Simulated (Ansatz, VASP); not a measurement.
## HfSi3: VASP beside Ansatz

```xyz
4
Lattice="3.9036 0.0000 0.0000 0.0000 3.9036 0.0000 0.0000 0.0000 3.9036" Properties=species:S:1:pos:R:3 pbc="T T T"
Hf    0.0000    0.0000    0.0000
Si    0.0000    1.9518    1.9518
Si    1.9518    1.9518    0.0000
Si    1.9518    0.0000    1.9518
```

Alike in both runs: task single point; functional PBEsol; k mesh 8 × 8 × 8; occupations gaussian, width 0.05 eV; no spin polarisation.

|  | VASP | Ansatz |
| --- | --- | --- |
| version | VASP 6.6.1 | Ansatz 0.2.0 |
| potentials or method | VASP PAW PBE potentials, release 64 (Hf_pv, Si) | scalar-relativistic, plane waves, PAW |
| plane-wave cutoff (eV) | 520 | 420 |
| valence electrons in the cell | 22 | 38 |

```tsv
	VASP	Ansatz	Ansatz less VASP
gap on the k mesh at the Fermi level (eV)	none	none	-
pressure (GPa)	2.8	2.8	-0.01
```

A gap of «none» marks a metal or a gap that the smearing closes. The two sets of potentials don't hold the same shells in valence.

Caveats: the PAW data sets were made with another functional, which shifts forces and pressure a little (VASP). The runs have no spin-orbit coupling, so splittings on Hf are missing.
